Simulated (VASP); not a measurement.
# Ge48H19N in VASP: single point with PBE+D3(BJ)

Aim: the single point of Ge48H19N with PBE+D3(BJ).

All numbers are computed with VASP 6.6.1; they aren't measurements. Logs are shortened: lines on timing, memory, paths and dates and some standing lists are left out, and cuts for length are marked.

### 1 The slab as given

The cell holds a slab with vacuum, 68 atoms: a = 11.316 Å, b = 11.316 Å, c = 23.742 Å, α = 90.00°, β = 90.00°, γ = 90.00°.

The cell was built by a generator and needn't be a form met in nature.

### 2 Single point, PBE+D3(BJ)

INCAR reads:

```
PREC     = Accurate       # precision mode
ENCUT    = 400            # plane-wave cutoff, eV
EDIFF    = 1E-7           # SCF threshold, eV
ISMEAR   = 0              # smearing method
SIGMA    = 0.05           # smearing width, eV
LREAL    = Auto         
LASPH    = T              # aspherical terms in the spheres
NELM     = 60             # most SCF steps
ALGO     = Normal         # electronic algorithm
ISIF     = 2              # what is computed and relaxed
LWAVE    = F              # write WAVECAR
LCHARG   = F              # write CHGCAR
GGA      = PE             # functional
IVDW     = 12             # dispersion correction
NBANDS   = 388            # bands
ISYM     = 0            
LUSENCCL = F
```

KPOINTS reads:

```
Automatic mesh
0
Gamma
  1 1 1
```

POSCAR reads:

```
Ge48H19N
1.0
    8.0016203359      8.0016203359      0.0000000000
   -8.0016203359      8.0016203359      0.0000000000
    0.0000000000      0.0000000000     23.7419000000
Ge H N
48 19 1
Direct
    0.7005149941      0.2994850059      0.4246458792
    0.7994850059      0.7005149941      0.4246458792
    0.0494850059      0.9505149941      0.4524448338
    0.2994850059      0.2005149941      0.4246458792
    0.9505149941      0.5494850059      0.4524448338
    0.2005149941      0.7994850059      0.4246458792
    0.4505149941      0.0494850059      0.4524448338
    0.5494850059      0.4505149941      0.4524448338
    0.8750000000      0.3750000000      0.3831791053
    0.8750000000      0.8750000000      0.3831791053
    0.1250000000      0.1250000000      0.3831791053
    0.3750000000      0.3750000000      0.3831791053
    0.1250000000      0.6250000000      0.3831791053
    0.3750000000      0.8750000000      0.3831791053
    0.6250000000      0.1250000000      0.3831791053
    0.6250000000      0.6250000000      0.3831791053
    0.0000000000      0.2500000000      0.3236008913
    0.0000000000      0.7500000000      0.3236008913
    0.2500000000      0.0000000000      0.3236008913
    0.5000000000      0.2500000000      0.3236008913
    0.2500000000      0.5000000000      0.3236008913
    0.5000000000      0.7500000000      0.3236008913
    0.7500000000      0.0000000000      0.3236008913
    0.7500000000      0.5000000000      0.3236008913
    0.8750000000      0.1250000000      0.2640226772
    0.8750000000      0.6250000000      0.2640226772
    0.1250000000      0.8750000000      0.2640226772
    0.3750000000      0.1250000000      0.2640226772
    0.1250000000      0.3750000000      0.2640226772
    0.3750000000      0.6250000000      0.2640226772
    0.6250000000      0.8750000000      0.2640226772
    0.6250000000      0.3750000000      0.2640226772
    0.7500000000      0.2500000000      0.2044444632
    0.7500000000      0.7500000000      0.2044444632
    0.0000000000      0.0000000000      0.2044444632
    0.2500000000      0.2500000000      0.2044444632
    0.0000000000      0.5000000000      0.2044444632
    0.2500000000      0.7500000000      0.2044444632
    0.5000000000      0.0000000000      0.2044444632
    0.5000000000      0.5000000000      0.2044444632
    0.8750000000      0.3750000000      0.1448662491
    0.8750000000      0.8750000000      0.1448662491
    0.1250000000      0.1250000000      0.1448662491
    0.3750000000      0.3750000000      0.1448662491
    0.1250000000      0.6250000000      0.1448662491
    0.3750000000      0.8750000000      0.1448662491
    0.6250000000      0.1250000000      0.1448662491
    0.6250000000      0.6250000000      0.1448662491
    0.9510221023      0.2989778977      0.1052990704
    0.7989778977      0.4510221023      0.1052990704
    0.9510221023      0.7989778977      0.1052990704
    0.7989778977      0.9510221023      0.1052990704
    0.2010221023      0.0489778977      0.1052990704
    0.0489778977      0.2010221023      0.1052990704
    0.4510221023      0.2989778977      0.1052990704
    0.2989778977      0.4510221023      0.1052990704
    0.2010221023      0.5489778977      0.1052990704
    0.0489778977      0.7010221023      0.1052990704
    0.4510221023      0.7989778977      0.1052990704
    0.2989778977      0.9510221023      0.1052990704
    0.7010221023      0.0489778977      0.1052990704
    0.5489778977      0.2010221023      0.1052990704
    0.7010221023      0.5489778977      0.1052990704
    0.5489778977      0.7010221023      0.1052990704
    0.3011006663      0.6814564151      0.5098411813
    0.1745858073      0.7330990807      0.5321978502
    0.2897789023      0.8199791193      0.5286448883
    0.2471584718      0.7528415282      0.5090849018
```

Potentials or basis: VASP PAW PBE potentials, release 64 (Ge_d, H, N).

Command:

```console
cat potpaw_PBE.64/Ge_d/POTCAR potpaw_PBE.64/H/POTCAR potpaw_PBE.64/N/POTCAR > POTCAR
mpirun -np 1 vasp_gam > vasp.out
```

OUTCAR:

```text
PREC = Accurate
   ENCUT = 400
   EDIFF = 1E-7
   ISMEAR = 0
   LREAL = Auto
   LASPH = T
   NELM = 60
   ISIF = 2
   GGA = PE
   IVDW = 12
   ISYM = 0
 IVDW          = 12

 ion  position               nearest neighbor table
   1  0.701  0.299  0.425-   9 2.37  15 2.37   8 2.51
   2  0.799  0.701  0.425-  10 2.37  16 2.37   5 2.51
   3  0.049  0.951  0.452-   6 2.51  10 2.71  11 2.71
   4  0.299  0.201  0.425-  11 2.37  12 2.37   7 2.51
   5  0.951  0.549  0.452-   2 2.51   9 2.71  13 2.71
   6  0.201  0.799  0.425-  68 2.14  14 2.37  13 2.37   3 2.51
   7  0.451  0.049  0.452-   4 2.51  14 2.71  15 2.71
   8  0.549  0.451  0.452-   1 2.51  12 2.71  16 2.71
   9  0.875  0.375  0.383-   1 2.37  17 2.45  24 2.45   5 2.71
  10  0.875  0.875  0.383-   2 2.37  18 2.45  23 2.45   3 2.71
  11  0.125  0.125  0.383-   4 2.37  17 2.45  19 2.45   3 2.71
  12  0.375  0.375  0.383-   4 2.37  20 2.45  21 2.45   8 2.71
  13  0.125  0.625  0.383-   6 2.37  18 2.45  21 2.45   5 2.71
  14  0.375  0.875  0.383-   6 2.37  19 2.45  22 2.45   7 2.71
[... 32 lines left out ...]
  47  0.625  0.125  0.145-  61 1.54  62 1.54  33 2.45  39 2.45
  48  0.625  0.625  0.145-  63 1.54  64 1.54  34 2.45  40 2.45
  49  0.951  0.299  0.105-  41 1.54
  50  0.799  0.451  0.105-  41 1.54
  51  0.951  0.799  0.105-  42 1.54
  52  0.799  0.951  0.105-  42 1.54
  53  0.201  0.049  0.105-  43 1.54
  54  0.049  0.201  0.105-  43 1.54
[... 11 lines left out ...]
  66  0.175  0.733  0.532-  68 1.01
  67  0.290  0.820  0.529-  68 1.01
  68  0.247  0.753  0.509-  65 1.01  67 1.01  66 1.01   6 2.14

IMPORTANT INFORMATION: All symmetrisations will be switched off!
NOSYMM: (Re-)initialisation of all symmetry stuff for point group C_1.

----------------------------------------------------------------------------------------

                                     Primitive cell

  volume of cell :    3040.1944

  direct lattice vectors                    reciprocal lattice vectors
     8.001620336  8.001620336  0.000000000     0.062487344  0.062487344 -0.000000000
    -8.001620336  8.001620336  0.000000000    -0.062487344  0.062487344  0.000000000
     0.000000000  0.000000000 23.741900000     0.000000000 -0.000000000  0.042119628

  length of vectors
    11.316000000 11.316000000 23.741900000     0.088370449  0.088370449  0.042119628

  position of ions in fractional coordinates (direct lattice)
     0.700514994  0.299485006  0.424645879
     0.799485006  0.700514994  0.424645879
     0.049485006  0.950514994  0.452444834
     0.299485006  0.200514994  0.424645879
     0.950514994  0.549485006  0.452444834
     0.200514994  0.799485006  0.424645879
[... 60 lines left out ...]
     0.289778902  0.819979119  0.528644888
     0.247158472  0.752841528  0.509084902

  ion indices of the primitive-cell ions
   primitive index   ion index
                 1           1
                 2           2
                 3           3
                 4           4
                 5           5
                 6           6
[... 60 lines left out ...]
                67          67
                68          68

----------------------------------------------------------------------------------------

 KPOINTS: Automatic mesh

Automatic generation of k-mesh.
 Grid dimensions read from file:
 generate k-points for:    1    1    1

 Generating k-lattice:

  Cartesian coordinates                     Fractional coordinates (reciprocal lattice)
     0.062487344  0.062487344 -0.000000000     1.000000000  0.000000000  0.000000000
    -0.062487344  0.062487344  0.000000000     0.000000000  1.000000000  0.000000000
     0.000000000 -0.000000000  0.042119628     0.000000000  0.000000000  1.000000000

  Length of vectors
     0.088370449  0.088370449  0.042119628

  Shift w.r.t. Gamma in fractional coordinates (k-lattice)
     0.000000000  0.000000000  0.000000000

 Subroutine IBZKPT returns following result:
 ===========================================

 Found      1 irreducible k-points:

 Following reciprocal coordinates:
            Coordinates               Weight
  0.000000  0.000000  0.000000      1.000000
   k-points           NKPTS =      1   k-points in BZ     NKDIM =      1   number of bands    NBANDS=    388
   number of dos      NEDOS =    301   number of ions     NIONS =     68
   total plane-waves  NPLWV = ******
   dimension x,y,z NGX =    80 NGY =   80 NGZ =  160
   dimension x,y,z NGXF=   160 NGYF=  160 NGZF=  320
   ions per type =              48  19   1
   NGX,Y,Z   is equivalent  to a cutoff of  11.75, 11.75, 11.20 a.u.
   NGXF,Y,Z  is equivalent  to a cutoff of  23.51, 23.51, 22.41 a.u.
 SYSTEM =  unknown system
   PREC   = accura    normal or accurate (medium, high low for compatibility)
   ISTART =      0    job   : 0-new  1-cont  2-samecut
   ICHARG =      2    charge: 1-file 2-atom 10-const
   ISPIN  =      1    spin polarized calculation?
   LNONCOLLINEAR =      F non collinear calculations
   LSORBIT =      F    spin-orbit coupling
   LASPH  =      T    aspherical Exc in radial PAW
   ENCUT  =  400.0 eV  29.40 Ry    5.42 a.u.  18.45 18.45 38.72*2*pi/ulx,y,z
   NELM   =     60;   NELMIN=  2; NELMDL= -5     # of ELM steps
   EDIFF  = 0.1E-06   stopping-criterion for ELM
   LREAL  =      T    real-space projection
   EDIFFG = 0.1E-05   stopping-criterion for IOM
   NSW    =      0    number of steps for IOM
   IBRION =     -1    ionic relax: 0-MD 1-quasi-New 2-CG
   NFREE  =      0    steps in history (QN), initial steepest desc. (CG)
   ISIF   =      2    stress and relaxation
   ISYM   =      0    0-nonsym 1-usesym 2-fastsym
   POTIM  = 0.5000    time-step for ionic-motion
   TEBEG  =    0.0;   TEEND  =   0.0 temperature during run
   PSTRESS=    0.0 pullay stress
   NELECT =     696.0000    total number of electrons
   NUPDOWN=      -1.0000    fix difference up-down
   EMIN   =  10.00;   EMAX   =-10.00  energy-range for DOS
   EFERMI =   0.00;   METHOD = LEGACY
   ISMEAR =     0;   SIGMA  =   0.05  broadening in eV -4-tet -1-fermi 0-gaus
   EFERMI_NEDOS =   21; number of points for ismear=-14 and -15
   IALGO  =     38    algorithm
   IMIX   =      4    mixing-type and parameters
     AMIX     =   0.40;   BMIX     =  1.00
     AMIX_MAG =   1.60;   BMIX_MAG =  1.00
  volume/ion in A,a.u.               =      44.71       301.71
  Fermi-wavevector in a.u.,A,eV,Ry     =   1.001484  1.892531 13.646245  1.002971
  Thomas-Fermi vector in A             =   2.133909
   LORBIT       =      0    0 simple, 1 ext, 2 COOP (PROOUT), +10 PAW based schemes
   GGA     = PE    functional components
   LHFCALC =     F    Hartree Fock is set to
   AEXX    =    0.0000 exact exchange contribution
   IVDW    =    12    specifies the selected vdW correction
   LEPSILON=     F    determine dielectric tensor
   LRPA    =     F    only Hartree local field effects (RPA)
 non-spin polarized calculation
 Gauss-broadening in eV      SIGMA  =   0.05
  energy-cutoff  :      400.00
  volume of cell :     3040.19
 maximum number of plane-waves:     27645
 NGX is ok and might be reduce to    80
   NGX = 37   NGY = 37   NGZ = 77

 number of electron     695.9999437 magnetization

 Free energy of the ion-electron system (eV)
  ---------------------------------------------------
  ext. energy  EPLUGINS =         0.00000000
  ---------------------------------------------------
  free energy    TOTEN  =      -275.21036664 eV

  energy without entropy =     -275.17241976  energy(sigma->0) =     -275.19139320

 E-fermi :  -1.0187     XC(G=0):  -4.4469

 val. band max:       -1.0502670522   @ k =   0.0000   0.0000   0.0000
 cond. band min:      -0.9872308907   @ k =   0.0000   0.0000   0.0000
 fundamental gap:      0.0630361615
 Fermi energy:        -1.0187424233

 k-point     1 :       0.0000    0.0000    0.0000
  band No.  band energies     occupation
      1     -25.6533      2.00000
      2     -25.6252      2.00000
      3     -25.6093      2.00000
      4     -25.5945      2.00000
      5     -25.5679      2.00000
      6     -25.5667      2.00000
[... 352 lines left out ...]
    359       0.9274      0.00000
    360       0.9450      0.00000
 [bands above 360 left out]

------------------------ aborting loop because EDIFF is reached ----------------------------------------

 Edisp (eV)  -11.83597

 E8    (eV) :    -5.3054

  FORCE on cell =-STRESS in cart. coord.  units (eV):
  Direction    XX          YY          ZZ          XY          YZ          ZX
  --------------------------------------------------------------------------------------
  -------------------------------------------------------------------------------------
  Total      23.99887    10.06177    -1.16873     0.02029     0.02335     0.29796
  in kB      12.64736     5.30254    -0.61592     0.01069     0.01231     0.15703
  external pressure =        5.78 kB  Pullay stress =        0.00 kB

 VOLUME and BASIS-vectors are now :
 -----------------------------------------------------------------------------
  energy-cutoff  :      400.00
  volume of cell :     3040.19
      direct lattice vectors                 reciprocal lattice vectors
     8.001620336  8.001620336  0.000000000     0.062487344  0.062487344 -0.000000000
    -8.001620336  8.001620336  0.000000000    -0.062487344  0.062487344  0.000000000
     0.000000000  0.000000000 23.741900000     0.000000000 -0.000000000  0.042119628

 POSITION                                       TOTAL-FORCE (eV/Angst)
 -----------------------------------------------------------------------------------
      3.20889      8.00162     10.08190        -0.158244      0.001244     -0.509117
      0.79192     12.00243     10.08190         0.153130      0.021672     -0.511903
     -7.20970      8.00162     10.74190        -1.143619      0.002060     -0.187412
      0.79192      4.00081     10.08190         0.160059     -0.023342     -0.507482
      3.20889     12.00243     10.74190         1.065018      0.020016      0.051803
     -4.79273      8.00162     10.08190        -0.067898     -0.001004      0.006910
[... 60 lines left out ...]
     -4.24246      8.87986     12.55103        -0.176064      0.616212      0.156272
     -4.04628      8.00162     12.08664         0.056440     -0.014799     -0.288746
 -----------------------------------------------------------------------------------
    total drift:                                0.000037     -0.000512      0.021408

  FREE ENERGIE OF THE ION-ELECTRON SYSTEM (eV)
  ---------------------------------------------------
  free  energy   TOTEN  =      -287.0463401483 eV

  energy  without entropy=     -287.0083932660  energy(sigma->0) =     -287.02736671
```

Run time: 7.1 min. Hardware: 1 × NVIDIA H100 80GB with 1 thread of AMD EPYC 7R13 (Zen 3), shared host; peak memory 2.3 GiB.

What came out:

```
Free energy                : -287.0463 eV
Largest force              : 1.276 eV/Å
Band gap on the k mesh     : 0.06 eV, direct
Dispersion energy per atom : -0.174 eV
```

Forces in eV/Å, atoms in the order of the input:
```
Ge  -0.158  0.001 -0.509
Ge   0.153  0.022 -0.512
Ge  -1.144  0.002 -0.187
Ge   0.160 -0.023 -0.507
Ge   1.065  0.020  0.052
Ge  -0.068 -0.001  0.007
Ge   1.059 -0.024  0.051
Ge  -1.093  0.001  0.014
Ge  -0.093  1.101  0.563
Ge   0.085  1.101  0.573
Ge   0.084 -1.109  0.578
Ge   0.112  1.070  0.527
Ge  -0.295 -1.201  0.314
Ge  -0.291  1.198  0.311
Ge  -0.093 -1.108  0.564
Ge   0.109 -1.073  0.529
Ge   0.021  0.008  0.267
Ge   0.241 -0.158 -0.473
Ge   0.242  0.162 -0.471
Ge  -0.021 -0.003 -0.503
Ge  -0.047  0.002  0.273
Ge  -0.046 -0.002  0.275
Ge   0.022 -0.009  0.267
Ge  -0.023  0.009 -0.504
Ge   0.034  0.000 -0.043
Ge   0.177  0.094 -0.170
Ge  -0.301 -0.001 -0.184
Ge   0.177 -0.095 -0.171
Ge  -0.023  0.006 -0.046
Ge   0.041  0.001 -0.055
Ge  -0.023 -0.006 -0.046
Ge  -0.247  0.000 -0.168
Ge  -0.048  0.002 -0.208
Ge   0.082 -0.037 -0.174
Ge   0.116 -0.001 -0.144
Ge   0.082  0.038 -0.175
Ge  -0.102  0.011 -0.140
Ge  -0.055  0.000 -0.191
Ge  -0.101 -0.009 -0.139
Ge   0.078  0.000 -0.145
Ge   0.057  0.006  0.021
Ge  -0.074  0.015  0.021
Ge  -0.074 -0.015  0.021
Ge  -0.078 -0.011  0.024
Ge   0.047 -0.013  0.016
Ge   0.047  0.012  0.016
Ge   0.057 -0.007  0.021
Ge  -0.077  0.011  0.024
H   -0.066 -0.023  0.037
H    0.060 -0.009  0.044
H   -0.065 -0.014  0.036
H    0.073 -0.027  0.012
H   -0.065  0.014  0.036
H    0.073  0.028  0.012
H   -0.062 -0.008  0.037
H    0.082 -0.012  0.024
H   -0.077  0.022  0.037
H    0.068  0.014  0.041
H   -0.077 -0.021  0.037
H    0.068 -0.014  0.042
H   -0.066  0.024  0.037
H    0.060  0.010  0.044
H   -0.062  0.008  0.037
H    0.082  0.012  0.024
H    0.638 -0.084 -0.072
H   -0.320 -0.505  0.205
H   -0.176  0.616  0.156
N    0.056 -0.015 -0.289
```

Caveat: the cutoff is under 1.25 times the usual one of these potentials, so pressure, stress and relaxed cells hold a basis-set (Pulay) error.
